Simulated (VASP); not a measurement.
# PbS (Fm-3m) in VASP: a series of runs

One crystal, PbS, is run at these levels: PBEsol, RPBE; tasks: relaxation of cell and atoms, single point.

Everything below comes from runs of VASP 6.6.1. Logs are shortened: lines on timing, memory, paths and dates and some standing lists are left out, and cuts for length are marked.

## 1. The structure

It takes space group Fm-3m (No. 225, cubic). The conventional cell has a = 5.976 Å, b = 5.976 Å, c = 5.976 Å, α = 90.00°, β = 90.00°, γ = 90.00°. Around Pb (site symmetry m-3m) lie 6 S at 2.99 Å. S (site symmetry m-3m) is surrounded by 6 Pb at 2.99 Å.

The cell is a database's computed one.

## 2. Relaxation of cell and atoms, PBEsol

Contents of INCAR:

```
PREC = Accurate
ENCUT = 300
EDIFF = 1E-7
ISMEAR = 0
SIGMA = 0.02
LREAL = False
LASPH = True
NELM = 60
ALGO = Normal
ISIF = 3
LWAVE = False
LCHARG = False
GGA = PS
IBRION = 2
NSW = 90
EDIFFG = -0.005
```

Contents of KPOINTS:

```
regular mesh
0
Gamma
  10 10 10
```

Contents of POSCAR:

```
PbS
1.0
    0.0000000000      2.9880867000      2.9880867000
    2.9880867000      0.0000000000      2.9880867000
    2.9880867000      2.9880867000      0.0000000000
Pb S
1 1
Direct
    0.5000000000      0.5000000000      0.5000000000
    0.0000000000      0.0000000000      0.0000000000
```

Potentials or basis: VASP PAW PBE potentials, release 64 (Pb_d, S).

Launch:

```console
$ cat potpaw_PBE.64/Pb_d/POTCAR potpaw_PBE.64/S/POTCAR > POTCAR
$ mpirun -np 1 vasp_std > vasp.out
```

OUTCAR:

```text
PREC = Accurate
   ENCUT = 300
   EDIFF = 1E-7
   ISMEAR = 0
   LREAL = False
   LASPH = True
   NELM = 60
   ISIF = 3
   GGA = PS
   IBRION = 2
   NSW = 90
   EDIFFG = -0.005

 ion  position               nearest neighbor table
   1  0.500  0.500  0.500-   2 2.99   2 2.99   2 2.99   2 2.99   2 2.99   2 2.99
   2  0.000  0.000  0.000-   1 2.99   1 2.99   1 2.99   1 2.99   1 2.99   1 2.99

  LATTYP: Found a face centered cubic cell.
 ALAT       =     5.9761734000

  Lattice vectors:

 A1 = (   0.0000000000,   2.9880867000,   2.9880867000)
 A2 = (   2.9880867000,   0.0000000000,   2.9880867000)
 A3 = (   2.9880867000,   2.9880867000,   0.0000000000)

Analysis of symmetry for initial positions (statically):
=====================================================================
 Subroutine PRICEL returns:
 Original cell was already a primitive cell.

 Routine SETGRP: Setting up the symmetry group for a
 face centered cubic supercell.

 Subroutine GETGRP returns: Found 48 space group operations
 (whereof 48 operations were pure point group operations)
 out of a pool of 48 trial point group operations.

The static configuration has the point symmetry O_h .

Analysis of symmetry for dynamics (positions and initial velocities):
=====================================================================
 Subroutine PRICEL returns:
 Original cell was already a primitive cell.

 Routine SETGRP: Setting up the symmetry group for a
 face centered cubic supercell.

 Subroutine GETGRP returns: Found 48 space group operations
 (whereof 48 operations were pure point group operations)
 out of a pool of 48 trial point group operations.

The dynamic configuration has the point symmetry O_h .

 Subroutine INISYM returns: Found 48 space group operations
 (whereof 48 operations are pure point group operations),
 and found     1 'primitive' translations

----------------------------------------------------------------------------------------

                                     Primitive cell

  volume of cell :      53.3592

  direct lattice vectors                    reciprocal lattice vectors
     0.000000000  2.988086700  2.988086700    -0.167331155  0.167331155  0.167331155
     2.988086700  0.000000000  2.988086700     0.167331155 -0.167331155  0.167331155
     2.988086700  2.988086700  0.000000000     0.167331155  0.167331155 -0.167331155

  length of vectors
     4.225792737  4.225792737  4.225792737     0.289826063  0.289826063  0.289826063

  position of ions in fractional coordinates (direct lattice)
     0.500000000  0.500000000  0.500000000
     0.000000000  0.000000000  0.000000000

  ion indices of the primitive-cell ions
   primitive index   ion index
                 1           1
                 2           2

----------------------------------------------------------------------------------------

 KPOINTS: regular mesh

Automatic generation of k-mesh.
 Grid dimensions read from file:
 generate k-points for:   10   10   10

 Generating k-lattice:

  Cartesian coordinates                     Fractional coordinates (reciprocal lattice)
    -0.016733116  0.016733116  0.016733116     0.100000000  0.000000000  0.000000000
     0.016733116 -0.016733116  0.016733116     0.000000000  0.100000000  0.000000000
     0.016733116  0.016733116 -0.016733116     0.000000000  0.000000000  0.100000000

  Length of vectors
     0.028982606  0.028982606  0.028982606

  Shift w.r.t. Gamma in fractional coordinates (k-lattice)
     0.000000000  0.000000000  0.000000000

 Subroutine IBZKPT returns following result:
 ===========================================

 Found     47 irreducible k-points:

 Following reciprocal coordinates:
            Coordinates               Weight
  0.000000  0.000000  0.000000      1.000000
  0.100000  0.000000  0.000000      8.000000
  0.200000  0.000000  0.000000      8.000000
  0.300000  0.000000  0.000000      8.000000
  0.400000  0.000000  0.000000      8.000000
  0.500000  0.000000  0.000000      4.000000
[... 16 lines left out ...]
  0.300000  0.300000  0.000000      6.000000
  0.400000  0.300000  0.000000     24.000000
 [... further k-points ...]
   k-points           NKPTS =     47   k-points in BZ     NKDIM =     47   number of bands    NBANDS=     14
   number of dos      NEDOS =    301   number of ions     NIONS =      2
   total plane-waves  NPLWV =  13824
   dimension x,y,z NGX =    24 NGY =   24 NGZ =   24
   dimension x,y,z NGXF=    48 NGYF=   48 NGZF=   48
   ions per type =               1   1
   NGX,Y,Z   is equivalent  to a cutoff of   9.44,  9.44,  9.44 a.u.
   NGXF,Y,Z  is equivalent  to a cutoff of  18.88, 18.88, 18.88 a.u.
 SYSTEM =  unknown system
   PREC   = accura    normal or accurate (medium, high low for compatibility)
   ISTART =      0    job   : 0-new  1-cont  2-samecut
   ICHARG =      2    charge: 1-file 2-atom 10-const
   ISPIN  =      1    spin polarized calculation?
   LNONCOLLINEAR =      F non collinear calculations
   LSORBIT =      F    spin-orbit coupling
   LASPH  =      T    aspherical Exc in radial PAW
   ENCUT  =  300.0 eV  22.05 Ry    4.70 a.u.   5.97  5.97  5.97*2*pi/ulx,y,z
   NELM   =     60;   NELMIN=  2; NELMDL= -5     # of ELM steps
   EDIFF  = 0.1E-06   stopping-criterion for ELM
   LREAL  =      F    real-space projection
   EDIFFG = -.5E-02   stopping-criterion for IOM
   NSW    =     90    number of steps for IOM
   IBRION =      2    ionic relax: 0-MD 1-quasi-New 2-CG
   NFREE  =      1    steps in history (QN), initial steepest desc. (CG)
   ISIF   =      3    stress and relaxation
   ISYM   =      2    0-nonsym 1-usesym 2-fastsym
   POTIM  = 0.5000    time-step for ionic-motion
   TEBEG  =    0.0;   TEEND  =   0.0 temperature during run
   PSTRESS=    0.0 pullay stress
   NELECT =      20.0000    total number of electrons
   NUPDOWN=      -1.0000    fix difference up-down
   EMIN   =  10.00;   EMAX   =-10.00  energy-range for DOS
   EFERMI =   0.00;   METHOD = LEGACY
   ISMEAR =     0;   SIGMA  =   0.02  broadening in eV -4-tet -1-fermi 0-gaus
   EFERMI_NEDOS =   21; number of points for ismear=-14 and -15
   IALGO  =     38    algorithm
   IMIX   =      4    mixing-type and parameters
     AMIX     =   0.40;   BMIX     =  1.00
     AMIX_MAG =   1.60;   BMIX_MAG =  1.00
  volume/ion in A,a.u.               =      26.68       180.04
  Fermi-wavevector in a.u.,A,eV,Ry     =   1.180361  2.230559 18.956356  1.393253
  Thomas-Fermi vector in A             =   2.316655
   LORBIT       =      0    0 simple, 1 ext, 2 COOP (PROOUT), +10 PAW based schemes
   GGA     = PS    functional components
   LHFCALC =     F    Hartree Fock is set to
   AEXX    =    0.0000 exact exchange contribution
   IVDW    =     0    specifies the selected vdW correction
   LEPSILON=     F    determine dielectric tensor
   LRPA    =     F    only Hartree local field effects (RPA)
 conjugate gradient relaxation of ions
 non-spin polarized calculation
 Gauss-broadening in eV      SIGMA  =   0.02
  energy-cutoff  :      300.00
  volume of cell :       53.36
 maximum number of plane-waves:       639
   NGX = 11   NGY = 11   NGZ = 11

--------------------------------------- Ionic step        1  -------------------------------------------

 number of electron      20.0000007 magnetization

 Free energy of the ion-electron system (eV)
  ---------------------------------------------------
  ext. energy  EPLUGINS =         0.00000000
  ---------------------------------------------------
  free energy    TOTEN  =        -9.44309227 eV

  energy without entropy =       -9.44309227  energy(sigma->0) =       -9.44309227

------------------------ aborting loop because EDIFF is reached ----------------------------------------

  FORCE on cell =-STRESS in cart. coord.  units (eV):
  Direction    XX          YY          ZZ          XY          YZ          ZX
  --------------------------------------------------------------------------------------
  -------------------------------------------------------------------------------------
  Total       -0.8443221     -0.8443221     -0.8443221      0.0000000      0.0000000      0.0000000
  in kB      -25.3518214    -25.3518214    -25.3518214      0.0000000      0.0000000      0.0000000
  external PRESSURE =     -25.3518214 kB  Pullay stress =       0.0000000 kB
[... 21 lines left out ...]
  energy  without entropy=       -9.4430922717  energy(sigma->0) =       -9.44309227

--------------------------------------- Ionic step        2  -------------------------------------------

 number of electron      20.0000013 magnetization

 E-fermi :   6.3152     XC(G=0): -10.0720

 val. band max:        6.2648393302   @ k =   0.5000   0.0000   0.0000
 cond. band min:       6.3655997533   @ k =   0.5000   0.0000   0.0000
 fundamental gap:      0.1007604232
 Fermi energy:         6.3152196121

 k-point     1 :       0.0000    0.0000    0.0000
  band No.  band energies     occupation
      1     -10.5863      2.00000
      2     -10.5863      2.00000
      3     -10.5863      2.00000
      4     -10.5747      2.00000
      5     -10.5747      2.00000
      6      -7.7535      2.00000
      7       0.2286      2.00000
      8       3.8473      2.00000
      9       3.8473      2.00000
     10       3.8473      2.00000
     11      11.4893      0.00000
     12      11.4893      0.00000
     13      11.4893      0.00000
     14      12.7662      0.00000
[... 424 lines left out ...]
  energy  without entropy=       -9.4598142456  energy(sigma->0) =       -9.45981432

--------------------------------------- Ionic step        3  -------------------------------------------

 number of electron      20.0000016 magnetization

 Free energy of the ion-electron system (eV)
  ---------------------------------------------------
  ext. energy  EPLUGINS =         0.00000000
  ---------------------------------------------------
  free energy    TOTEN  =        -9.46254613 eV

  energy without entropy =       -9.46254613  energy(sigma->0) =       -9.46254613

 E-fermi :   6.1008     XC(G=0):  -9.9941

 val. band max:        6.0183739739   @ k =   0.5000   0.0000   0.0000
 cond. band min:       6.1860497438   @ k =   0.5000   0.0000   0.0000
 fundamental gap:      0.1676757700
 Fermi energy:         6.1008240479

 k-point     1 :       0.0000    0.0000    0.0000
  band No.  band energies     occupation
      1     -10.7784      2.00000
      2     -10.7784      2.00000
      3     -10.7784      2.00000
      4     -10.7661      2.00000
      5     -10.7661      2.00000
      6      -7.8218      2.00000
      7      -0.0273      2.00000
      8       3.7078      2.00000
      9       3.7078      2.00000
     10       3.7078      2.00000
     11      11.2166      0.00000
     12      11.2166      0.00000
     13      11.2166      0.00000
     14      12.5858      0.00000
[... 420 lines left out ...]
  FREE ENERGIE OF THE ION-ELECTRON SYSTEM (eV)
  ---------------------------------------------------
  free  energy   TOTEN  =        -9.4625461297 eV

  energy  without entropy=       -9.4625461297  energy(sigma->0) =       -9.46254613

 reached required accuracy - stopping structural energy minimisation
```

Run time: 18 s. Hardware: 1 thread of AMD EPYC 9R45 (Zen 5), shared host; peak memory 0.12 GiB.

Results:

```
Free energy                            : -9.4625 eV
Relaxed volume                         : 25.50 Å³/atom
Relaxed cell                           : a = 4.163 Å, b = 4.163 Å, c = 4.163 Å, α = 60.00°, β = 60.00°, γ = 60.00°
Space group after relaxing (to 0.05 Å) : Fm-3m (No. 225)
Energy gained by relaxing              : 9.7 meV/atom
Ionic steps                            : 3
Pressure after relaxing                : 0.0 GPa
Band gap on the k mesh                 : 0.17 eV, direct
```

Step by step:
```
step  energy change (eV)  largest force (eV/Å)  pressure (GPa)  volume (Å³)
   1              0.0000                0.0000           -2.54        53.36
   2             -0.0167                0.0000            1.07        50.17
   3             -0.0195                0.0000            0.00        51.00
```

Final structure:
```xyz
2
Lattice="0.0000 2.9434 2.9434 2.9434 0.0000 2.9434 2.9434 2.9434 0.0000" Properties=species:S:1:pos:R:3 pbc="T T T"
Pb    2.9434    2.9434    2.9434
S     0.0000    2.9434    2.9434
```

Levels at points of the mesh, in eV from the valence-band top:
```csv
k point,band 8,band 9,band 10,band 11,band 12,band 13
"(0.00, 0.00, 0.00)",-2.31,-2.31,-2.31,5.20,5.20,5.20
"(0.50, 0.00, 0.00)",-1.89,-1.89,0.00,0.17,1.82,1.82
"(0.50, 0.50, 0.00)",-5.48,-3.64,-3.64,3.60,5.58,5.70
```

Caveat: the cutoff is under 1.25 times the usual one of these potentials, so pressure, stress and relaxed cells hold a basis-set (Pulay) error; the PAW data sets were made with another functional, which shifts forces and pressure a little; spin-orbit coupling is left out, which as a rule narrows the gap of such compounds by several tenths of an eV. A k mesh can miss the band edges.

## 3. Relaxation of cell and atoms, PBEsol

Edit INCAR of step 2 so:

```diff
@@ -1,3 +1,3 @@
 PREC = Accurate
-ENCUT = 300
+ENCUT = 600
 EDIFF = 1E-7
```

Contents of KPOINTS:

```
regular mesh
0
Gamma
  4 4 4
```

POSCAR is that of step 2.

Potentials or basis: VASP PAW PBE potentials, release 64 (Pb_d, S).

Launch:

```console
$ cat potpaw_PBE.64/Pb_d/POTCAR potpaw_PBE.64/S/POTCAR > POTCAR
$ mpirun -np 1 vasp_std > vasp.out
```

Run time: 15 s. Hardware: 1 thread of AMD EPYC 9R45 (Zen 5), shared host; peak memory 0.17 GiB.

It converged, with:

- Free energy: -9.4438 eV
- Relaxed volume: 25.76 Å³/atom
- Relaxed cell: a = 4.177 Å, b = 4.177 Å, c = 4.177 Å, α = 60.00°, β = 60.00°, γ = 60.00°
- Space group after relaxing (to 0.05 Å): Fm-3m (No. 225)
- Energy gained by relaxing: 5.8 meV/atom
- Ionic steps: 3
- Pressure after relaxing: 0.0 GPa
- Band gap on the k mesh: 0.21 eV, direct

The path:
| step | energy change (eV) | largest force (eV/Å) | pressure (GPa) | volume (Å³) |
| --- | --- | --- | --- | --- |
| 1 | 0.0000 | 0.0000 | -1.96 | 53.36 |
| 2 | -0.0101 | 0.0000 | 0.78 | 50.88 |
| 3 | -0.0116 | 0.0000 | 0.00 | 51.52 |

Final structure:
```cif
data_structure
_symmetry_space_group_name_H-M 'P 1'
_symmetry_Int_Tables_number 1
_cell_length_a 4.1766
_cell_length_b 4.1766
_cell_length_c 4.1766
_cell_angle_alpha 60.000
_cell_angle_beta 60.000
_cell_angle_gamma 60.000
_cell_volume 51.52
loop_
_atom_site_label
_atom_site_type_symbol
_atom_site_fract_x
_atom_site_fract_y
_atom_site_fract_z
_atom_site_occupancy
Pb1 Pb 0.50000 0.50000 0.50000 1
S1 S 0.00000 0.00000 0.00000 1
```

Levels at points of the mesh, in eV from the valence-band top:
| k point | band 7 | band 8 | band 9 | band 10 | band 11 | band 12 | band 13 | band 14 |
| --- | --- | --- | --- | --- | --- | --- | --- | --- |
| (0.00, 0.00, 0.00) | -6.05 | -2.25 | -2.25 | -2.25 | 5.18 | 5.18 | 5.18 | 6.60 |
| (0.50, 0.00, 0.00) | -8.99 | -1.84 | -1.84 | 0.00 | 0.21 | 1.85 | 1.85 | 8.49 |
| (0.50, 0.50, 0.00) | -7.27 | -5.38 | -3.56 | -3.56 | 3.65 | 5.55 | 5.68 | 5.68 |

Caveat: the k mesh is coarse (spacing up to 0.46 Å⁻¹), so the values aren't converged; the PAW data sets were made with another functional, which shifts forces and pressure a little; spin-orbit coupling is left out, which as a rule narrows the gap of such compounds by several tenths of an eV. A k mesh can miss the band edges.

## 4. Single point, PBEsol

Contents of INCAR:

```
PREC = Accurate
ENCUT = 520
EDIFF = 1E-6
ISMEAR = 0
SIGMA = 0.02
LREAL = False
LASPH = True
NELM = 60
ALGO = Normal
ISIF = 2
LWAVE = False
LCHARG = False
GGA = PS
NBANDS = 17
```

Contents of KPOINTS:

```
regular mesh
0
Gamma
  10 10 10
```

POSCAR is that of step 3.

Launch:

```console
$ cat potpaw_PBE.64/Pb_d/POTCAR potpaw_PBE.64/S/POTCAR > POTCAR
$ mpirun -np 1 vasp_std > vasp.out
```

It took 17 s on 1 thread of AMD EPYC 9R45 (Zen 5), shared host; peak memory 0.16 GiB.

Results (log left out):

```
Free energy            : -9.4445 eV
Pressure               : -2.1 GPa
Band gap on the k mesh : 0.34 eV, direct
```

Levels at points of the mesh, in eV from the valence-band top:
```tsv
k point	band 6	band 7	band 8	band 9	band 10	band 11	band 12	band 13	band 14	band 15
(0.00, 0.00, 0.00)	-13.38	-6.07	-2.04	-2.04	-2.04	5.12	5.12	5.12	6.72	6.72
(0.50, 0.00, 0.00)	-12.16	-8.74	-1.66	-1.66	0.00	0.34	1.97	1.97	8.49	10.15
(0.50, 0.50, 0.00)	-11.76	-7.18	-5.04	-3.29	-3.29	3.84	5.47	5.58	5.58	11.18
```

Caveat: the PAW data sets were made with another functional, which shifts forces and pressure a little; spin-orbit coupling is left out, which as a rule narrows the gap of such compounds by several tenths of an eV. A k mesh can miss the band edges.

[end of part 1 of 2]
